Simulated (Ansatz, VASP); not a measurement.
**HfN in VASP and in Ansatz**

Contents of INCAR:

```
SYSTEM = HfN
PREC = Accurate ; ENCUT = 520
EDIFF = 1E-7 ; ISMEAR = -1
SIGMA = 0.03 ; LREAL = .FALSE.
LASPH = .TRUE. ; NELM = 60
ALGO = Normal ; ISIF = 2
LWAVE = .FALSE. ; LCHARG = .FALSE.
NBANDS = 14
```

Contents of KPOINTS:

```
regular mesh
0
G
  11 11 11
  0 0 0
```

The input POSCAR:

```
HfN
1.0
    0.0000000000      2.1781440517      2.1781440517
    2.1781440517      0.0000000000      2.1781440517
    2.1781440517      2.1781440517      0.0000000000
Hf N
1 1
Direct
    0.0000000000      0.0000000000      0.0000000000
    0.5000000000      0.5000000000      0.5000000000
```

Input for Ansatz:

```yaml
crystal:
  lattice:
    - [0.0, 2.1781440517, 2.1781440517]
    - [2.1781440517, 0.0, 2.1781440517]
    - [2.1781440517, 2.1781440517, 0.0]
  atoms:
    - { symbol: Hf, position: [0.0, 0.0, 0.0] }
    - { symbol: "N", position: [0.5, 0.5, 0.5] }
kpoints:
  mp_grid: { grid: [11, 11, 11] }
  band_path:
    path:
      - [0.0, 0.0, 0.0]
      - [0.5, 0.0, 0.5]
      - [0.625, 0.25, 0.625]
      - [0.375, 0.375, 0.75]
      - [0.0, 0.0, 0.0]
      - [0.5, 0.5, 0.5]
      - [0.5, 0.25, 0.75]
      - [0.5, 0.0, 0.5]
    npoints: 6
scf:
  occupations: { method: fermi_dirac, width: 0.03 }
hamiltonian:
  xc: lda
  pseudopotentials: { kind: all_electron, lapw: { basis_error: 0.001 } }
output:
  forces: true
  stress: true
  eigenvalues: true
  populations: true
```

Change from the starting cell: volume scaled by 0.9, LAPW.

Alike in both runs: task single point; functional LDA; k mesh 11 × 11 × 11; occupations fermi-dirac, width 0.03 eV; no spin polarisation.

|  | VASP | Ansatz |
| --- | --- | --- |
| version | VASP 6.6.1 | Ansatz 0.2.0 |
| potentials or method | VASP PAW LDA potentials, release 64 (Hf_pv, N) | all-electron LAPW, scalar-relativistic |
| plane-wave cutoff (eV) | 520 | see its input |

```csv
,VASP,Ansatz,Ansatz less VASP
pressure (GPa),26.0,27.2,+1.18
```

Ansatz ran all-electron here, so the differences hold the error of VASP's frozen core and of both bases.

Caveats: so large a pressure means that the cell lies far from this level's equilibrium, or that cutoff or potentials fall short (VASP). Spin-orbit coupling is left out, which matters for the levels of Hf.
